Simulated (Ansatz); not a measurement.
Ge built on the 4H polytype prototype, relaxed with r2SCAN. Space group P6_3/mmc (No. 194), hexagonal; conventional cell a = 4.005 Å, c = 13.134 Å, 22.80 Å³ an atom. Around Ge lie 4 Ge at 2.45 Å; around Ge lie 4 Ge at 2.45–2.47 Å.

```
Ge
1.0
     4.00460    0.00000    0.00000
    -2.00230    3.46809    0.00000
     0.00000    0.00000   13.13363
Ge
8
Direct
  0.00000 0.00000 0.00049
  0.33333 0.66667 0.24959
  0.00000 0.00000 0.50049
  0.66667 0.33333 0.74959
  0.00000 0.00000 0.18701
  0.33333 0.66667 0.43791
  0.00000 0.00000 0.68701
  0.66667 0.33333 0.93791
```

3 runs of the PAW code Ansatz on this cell differ in the functional (and in the settings that go with it). Levels are in eV from each run's valence top; v1 is the last filled band, c1 the first empty one.

Run A, mean stress +0.4 GPa (compression positive):
```tsv
point	v5	v3	v1	c1	c2	c3
Γ	-0.95	-0.12	0.00	0.57	0.76	1.09
M	-2.69	-2.63	-1.60	0.78	0.89	1.08
K	-4.10	-2.95	-2.22	1.93	2.87	2.87
A	-1.46	-0.36	-0.36	0.74	0.74	1.82
```

Run B, mean stress +0.1 GPa (compression positive):
```tsv
point	v5	v3	v1	c1	c2	c3
Γ	-0.93	-0.13	0.00	0.26	0.35	0.74
M	-2.58	-2.54	-1.55	0.47	0.59	0.80
K	-3.91	-2.84	-2.15	1.59	2.50	2.50
A	-1.42	-0.36	-0.36	0.41	0.41	1.41
```

Run C, mean stress +3.0 GPa (compression positive):
```tsv
point	v5	v3	v1	c1	c2	c3
Γ	-0.88	-0.14	0.00	0.00	0.00	0.46
M	-2.46	-2.42	-1.47	0.21	0.36	0.58
K	-3.77	-2.72	-2.04	1.31	2.22	2.22
A	-1.34	-0.34	-0.34	0.13	0.13	1.11
```

**Question.** Match the runs to PBE, r2SCAN, HSE06.

**Answer.** A is HSE06, B is r2SCAN, C is PBE. In order of the gap: PBE none (overlap 0.01), r2SCAN 0.26, HSE06 0.57 eV.

The calculation is spin-unpolarised, and the structure need not be a phase that has been made.

Spin-orbit coupling is left out.

The program warns that its thresholds are loose for a hybrid's stress.

Gaps or overlaps of about a tenth of an eV are at the limit of these meshes: between the points read a gap can be smaller or closed.

The meshes of the hybrids are coarse, so their gaps aren't converged to the digits shown.
